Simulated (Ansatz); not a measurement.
PbS (Galena):

```xyz
2
Lattice="0.0000 2.9657 2.9657 2.9657 0.0000 2.9657 2.9657 2.9657 0.0000" Properties=species:S:1:pos:R:3 pbc="T T T"
Pb    0.0000    0.0000    0.0000
S     2.9657    2.9657    2.9657
```

Base run:

```yaml
Program: Ansatz 0.2.0
Functional: rPW86-PBE
Potentials_or_basis: Ansatz PAW
Cutoff: 420 eV
Density_cutoff: 1680 eV
k_mesh: 8 × 8 × 8
Occupations: fermi-dirac, width 0.05 eV
Spin: no spin polarisation
```

Its results: band gap on the k mesh 0.38 eV, direct; pressure 5.2 GPa.

The run is repeated on the same cell with these changes: functional from rPW86-PBE to PBE; cutoff from 420 eV to 500 eV; density cutoff from 1680 eV to 2000 eV. What comes out?

Band gap on the k mesh 0.36 eV, direct; pressure 2.2 GPa.

Caveats: spin-orbit coupling is left out, which as a rule narrows the gap of such compounds by several tenths of an eV; the potentials were made for another functional, which shifts forces and pressure (some runs); the PAW data sets come from PBE, with cores solved anew for the run's functional, which leaves a small shift of forces and pressure (some runs).

Not every run made on this cell is shown here.
